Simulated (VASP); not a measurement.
# BeS (F-43m) in VASP: relaxation of cell and atoms with LDA

Aim: the relaxation of cell and atoms of BeS with LDA.

Program: VASP 6.6.1. These are calculated values, not measurements. Logs are shortened: lines on timing, memory, paths and dates and some standing lists are left out, and cuts for length are marked.

## 1. The undisturbed crystal

The structure is cubic, space group F-43m (No. 216). Conventional cell: a = 4.796 Å, b = 4.796 Å, c = 4.796 Å, α = 90.00°, β = 90.00°, γ = 90.00°. Around Be (site symmetry -43m) lie 4 S at 2.08 Å. Around S (site symmetry -43m) lie 4 Be at 2.08 Å.

## 2. Relaxation of cell and atoms, LDA (cell and atoms relaxed tightly for response)

INCAR

```
SYSTEM = BeS
PREC     = Accurate       ! precision mode
ENCUT    = 600            ! plane-wave cutoff, eV
EDIFF    = 1E-6           ! SCF threshold, eV
ISMEAR   = 0              ! smearing method
SIGMA    = 0.01           ! smearing width, eV
LREAL    = .False.        ! projectors in reciprocal space
LASPH    = .True.         ! aspherical terms in the spheres
NELM     = 60             ! most SCF steps
ALGO     = Fast           ! electronic algorithm
ISIF     = 3              ! what is computed and relaxed
LWAVE    = .False.        ! write WAVECAR
LCHARG   = .False.        ! write CHGCAR
GGA      = CA             ! functional
IBRION   = 2              ! ionic algorithm
NSW      = 80             ! ionic steps
EDIFFG   = -0.001         ! ionic threshold
```

KPOINTS

```
Automatic mesh
0
Gamma
  8 8 8
  0 0 0
```

POSCAR

```
BeS
1.0
    0.0000000000      2.3982014402      2.3982014402
    2.3982014402      0.0000000000      2.3982014402
    2.3982014402      2.3982014402      0.0000000000
Be S
1 1
Direct
    0.0000000000      0.0000000000      0.0000000000
    0.2500000000      0.2500000000      0.2500000000
```

Potentials or basis: VASP PAW LDA potentials, release 64 (Be, S).

Run with:

```
> cat potpaw_LDA.64/Be/POTCAR potpaw_LDA.64/S/POTCAR > POTCAR
> mpirun -np 1 vasp_std > vasp.out
```

OUTCAR:

```text
SYSTEM = BeS
   PREC = Accurate
   ENCUT = 600
   EDIFF = 1E-6
   ISMEAR = 0
   LREAL = .False.
   LASPH = .True.
   NELM = 60
   ISIF = 3
   GGA = CA
   IBRION = 2
   NSW = 80
   EDIFFG = -0.001

 ion  position               nearest neighbor table
   1  0.000  0.000  0.000-   2 2.08   2 2.08   2 2.08   2 2.08
   2  0.250  0.250  0.250-   1 2.08   1 2.08   1 2.08   1 2.08

  LATTYP: Found a face centered cubic cell.
 ALAT       =     4.7964028804

  Lattice vectors:

 A1 = (   0.0000000000,   2.3982014402,   2.3982014402)
 A2 = (   2.3982014402,   0.0000000000,   2.3982014402)
 A3 = (   2.3982014402,   2.3982014402,   0.0000000000)

Analysis of symmetry for initial positions (statically):
=====================================================================
 Subroutine PRICEL returns:
 Original cell was already a primitive cell.

 Routine SETGRP: Setting up the symmetry group for a
 face centered cubic supercell.

 Subroutine GETGRP returns: Found 24 space group operations
 (whereof 24 operations were pure point group operations)
 out of a pool of 48 trial point group operations.

The static configuration has the point symmetry T_d .

Analysis of symmetry for dynamics (positions and initial velocities):
=====================================================================
 Subroutine PRICEL returns:
 Original cell was already a primitive cell.

 Routine SETGRP: Setting up the symmetry group for a
 face centered cubic supercell.

 Subroutine GETGRP returns: Found 24 space group operations
 (whereof 24 operations were pure point group operations)
 out of a pool of 48 trial point group operations.

The dynamic configuration has the point symmetry T_d .

 Subroutine INISYM returns: Found 24 space group operations
 (whereof 24 operations are pure point group operations),
 and found     1 'primitive' translations

----------------------------------------------------------------------------------------

                                     Primitive cell

  volume of cell :      27.5859

  direct lattice vectors                    reciprocal lattice vectors
     0.000000000  2.398201440  2.398201440    -0.208489575  0.208489575  0.208489575
     2.398201440  0.000000000  2.398201440     0.208489575 -0.208489575  0.208489575
     2.398201440  2.398201440  0.000000000     0.208489575  0.208489575 -0.208489575

  length of vectors
     3.391569002  3.391569002  3.391569002     0.361114537  0.361114537  0.361114537

  position of ions in fractional coordinates (direct lattice)
     0.000000000  0.000000000  0.000000000
     0.250000000  0.250000000  0.250000000

  ion indices of the primitive-cell ions
   primitive index   ion index
                 1           1
                 2           2

----------------------------------------------------------------------------------------

 KPOINTS: Automatic mesh

Automatic generation of k-mesh.
 Grid dimensions read from file:
 generate k-points for:    8    8    8

 Generating k-lattice:

  Cartesian coordinates                     Fractional coordinates (reciprocal lattice)
    -0.026061197  0.026061197  0.026061197     0.125000000  0.000000000  0.000000000
     0.026061197 -0.026061197  0.026061197     0.000000000  0.125000000  0.000000000
     0.026061197  0.026061197 -0.026061197     0.000000000  0.000000000  0.125000000

  Length of vectors
     0.045139317  0.045139317  0.045139317

[... 52 lines left out ...]
   NELM   =     60;   NELMIN=  2; NELMDL= -5     # of ELM steps
   EDIFF  = 0.1E-05   stopping-criterion for ELM
   LREAL  =      F    real-space projection
   EDIFFG = -.1E-02   stopping-criterion for IOM
   NSW    =     80    number of steps for IOM
   IBRION =      2    ionic relax: 0-MD 1-quasi-New 2-CG
   NFREE  =      1    steps in history (QN), initial steepest desc. (CG)
   ISIF   =      3    stress and relaxation
   ISYM   =      2    0-nonsym 1-usesym 2-fastsym
   POTIM  = 0.5000    time-step for ionic-motion
   TEBEG  =    0.0;   TEEND  =   0.0 temperature during run
   PSTRESS=    0.0 pullay stress
   NELECT =       8.0000    total number of electrons
   NUPDOWN=      -1.0000    fix difference up-down
   EMIN   =  10.00;   EMAX   =-10.00  energy-range for DOS
   EFERMI =   0.00;   METHOD = LEGACY
   ISMEAR =     0;   SIGMA  =   0.01  broadening in eV -4-tet -1-fermi 0-gaus
   EFERMI_NEDOS =   21; number of points for ismear=-14 and -15
   IALGO  =     68    algorithm
   IMIX   =      4    mixing-type and parameters
     AMIX     =   0.40;   BMIX     =  1.00
     AMIX_MAG =   1.60;   BMIX_MAG =  1.00
  volume/ion in A,a.u.               =      13.79        93.08
  Fermi-wavevector in a.u.,A,eV,Ry     =   1.083617  2.047739 15.976314  1.174226
  Thomas-Fermi vector in A             =   2.219687
   LORBIT       =      0    0 simple, 1 ext, 2 COOP (PROOUT), +10 PAW based schemes
   GGA     = CA    functional components
   LHFCALC =     F    Hartree Fock is set to
   AEXX    =    0.0000 exact exchange contribution
   IVDW    =     0    specifies the selected vdW correction
   LEPSILON=     F    determine dielectric tensor
   LRPA    =     F    only Hartree local field effects (RPA)
 conjugate gradient relaxation of ions
 non-spin polarized calculation
 RMM-DIIS sequential band-by-band and
 Gauss-broadening in eV      SIGMA  =   0.01
  energy-cutoff  :      600.00
  volume of cell :       27.59
 maximum number of plane-waves:       941
   NGX = 13   NGY = 13   NGZ = 13

--------------------------------------- Ionic step        1  -------------------------------------------

 number of electron       8.0000001 magnetization

 Free energy of the ion-electron system (eV)
  ---------------------------------------------------
  ext. energy  EPLUGINS =         0.00000000
  ---------------------------------------------------
  free energy    TOTEN  =       -11.14260834 eV

  energy without entropy =      -11.14260834  energy(sigma->0) =      -11.14260834

------------------------ aborting loop because EDIFF is reached ----------------------------------------

  FORCE on cell =-STRESS in cart. coord.  units (eV):
  Direction    XX          YY          ZZ          XY          YZ          ZX
  --------------------------------------------------------------------------------------
  -------------------------------------------------------------------------------------
  Total        0.0087046      0.0087046      0.0087046      0.0000000      0.0000000     -0.0000000
  in kB        0.5055573      0.5055573      0.5055573      0.0000000      0.0000000     -0.0000000
  external PRESSURE =       0.5055573 kB  Pullay stress =       0.0000000 kB

 VOLUME and BASIS-vectors are now :
 -----------------------------------------------------------------------------
  energy-cutoff  :      600.00
  volume of cell :       27.59
      direct lattice vectors                 reciprocal lattice vectors
     0.000000000  2.398201440  2.398201440    -0.208489575  0.208489575  0.208489575
     2.398201440  0.000000000  2.398201440     0.208489575 -0.208489575  0.208489575
     2.398201440  2.398201440  0.000000000     0.208489575  0.208489575 -0.208489575

 POSITION                                       TOTAL-FORCE (eV/Angst)
 -----------------------------------------------------------------------------------
      0.00000      0.00000      0.00000        -0.000000     -0.000000     -0.000000
      1.19910      1.19910      1.19910         0.000000      0.000000      0.000000
 -----------------------------------------------------------------------------------
    total drift:                               -0.000000     -0.000000     -0.000000

  FREE ENERGIE OF THE ION-ELECTRON SYSTEM (eV)
  ---------------------------------------------------
  free  energy   TOTEN  =       -11.1426083415 eV

  energy  without entropy=      -11.1426083415  energy(sigma->0) =      -11.14260834

--------------------------------------- Ionic step        2  -------------------------------------------

 number of electron       8.0000001 magnetization

 Free energy of the ion-electron system (eV)
  ---------------------------------------------------
  ext. energy  EPLUGINS =         0.00000000
  ---------------------------------------------------
  free energy    TOTEN  =       -11.14261136 eV

  energy without entropy =      -11.14261136  energy(sigma->0) =      -11.14261136

 E-fermi :   4.4854     XC(G=0): -10.1199

 val. band max:        4.3735775827   @ k =   0.0000   0.0000   0.0000
 cond. band min:       7.2062713655   @ k =   0.5000   0.5000   0.0000
 fundamental gap:      2.8326937828
 Fermi energy:         4.4854382506

 k-point     1 :       0.0000    0.0000    0.0000
  band No.  band energies     occupation
      1      -9.5055      2.00000
      2       4.3736      2.00000
      3       4.3736      2.00000
      4       4.3736      2.00000
      5       9.9018      0.00000
      6       9.9018      0.00000
      7       9.9018      0.00000
      8      10.3286      0.00000
[... 243 lines left out ...]
 k-point    24 :      -0.3750    0.2500    0.1250
  band No.  band energies     occupation
      1      -7.4880      2.00000
      2      -1.1282      2.00000
      3       1.4695      2.00000
      4       2.4197      2.00000
      5      10.2893      0.00000
      6      10.9255      0.00000
      7      13.5587      0.00000
      8      14.8982      0.00000

 [... further k-points ...]
[... 5 lines left out ...]
  --------------------------------------------------------------------------------------
  -------------------------------------------------------------------------------------
  Total       -0.0007811     -0.0007811     -0.0007811      0.0000000      0.0000000     -0.0000000
  in kB       -0.0453366     -0.0453366     -0.0453366      0.0000000      0.0000000     -0.0000000
  external PRESSURE =      -0.0453366 kB  Pullay stress =       0.0000000 kB

 VOLUME and BASIS-vectors are now :
 -----------------------------------------------------------------------------
  energy-cutoff  :      600.00
  volume of cell :       27.60
      direct lattice vectors                 reciprocal lattice vectors
    -0.000000000  2.398704980  2.398704980    -0.208445809  0.208445809  0.208445809
     2.398704980 -0.000000000  2.398704980     0.208445809 -0.208445809  0.208445809
     2.398704980  2.398704980  0.000000000     0.208445809  0.208445809 -0.208445809

 POSITION                                       TOTAL-FORCE (eV/Angst)
 -----------------------------------------------------------------------------------
      4.79741      4.79741      4.79741         0.000000     -0.000000      0.000000
      1.19935      1.19935      1.19935        -0.000000      0.000000     -0.000000
 -----------------------------------------------------------------------------------
    total drift:                               -0.000000     -0.000000     -0.000000

  FREE ENERGIE OF THE ION-ELECTRON SYSTEM (eV)
  ---------------------------------------------------
  free  energy   TOTEN  =       -11.1426113570 eV

  energy  without entropy=      -11.1426113570  energy(sigma->0) =      -11.14261136

 reached required accuracy - stopping structural energy minimisation
```

Wall time 14 s (1 thread of Intel Xeon Platinum 8488C (Sapphire Rapids), shared host); peak memory 0.13 GiB.

Results:

| Item | Value |
| --- | --- |
| Free energy | -11.1426 eV |
| Relaxed volume | 13.80 Å³/atom |
| Relaxed cell | a = 3.392 Å, b = 3.392 Å, c = 3.392 Å, α = 60.00°, β = 60.00°, γ = 60.00° |
| Space group after relaxing (to 0.05 Å) | F-43m (No. 216) |
| Energy gained by relaxing | 0.0 meV/atom |
| Ionic steps | 2 |
| Pressure after relaxing | 0.0 GPa |
| Band gap on the k mesh | 2.83 eV, indirect (least direct gap 5.53 eV) |

Final structure:
```
CELL_PARAMETERS angstrom
0.00000 2.39870 2.39870
2.39870 0.00000 2.39870
2.39870 2.39870 0.00000
ATOMIC_POSITIONS crystal
Be 0.00000 0.00000 0.00000
S 0.25000 0.25000 0.25000
```

A k mesh can miss the band edges.
